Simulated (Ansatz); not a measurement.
The system is Pt.

```
CELL_PARAMETERS angstrom
-1.58422 1.58422 1.58422
1.58422 -1.58422 1.58422
1.58422 1.58422 -1.58422
ATOMIC_POSITIONS crystal
Pt 0.00000 0.00000 0.00000
```

This isn't the form of Pt at room conditions, which is fcc.

Base run:

```yaml
Program: Ansatz 0.2.0
Functional: PBEsol
Potentials_or_basis: all-electron LAPW, scalar-relativistic
Cutoff: 277 eV (chosen from the basis error)
Basis_error_allowed: 0.001 eV/atom
k_mesh: 9 × 9 × 9
Occupations: fermi-dirac, width 0.05 eV
Spin: no spin polarisation
```

Its results: pressure -11.6 GPa.

The run is repeated on the same cell with these changes: potentials or basis from all-electron LAPW, scalar-relativistic to all-electron LAPW, relativistic spinors; spin from no spin polarisation to spin-orbit coupling, no magnetisation. What comes out?

Pressure -11.0 GPa.

Caveats: the k mesh is thin for a metal, which can move the energy by tens of meV per atom.
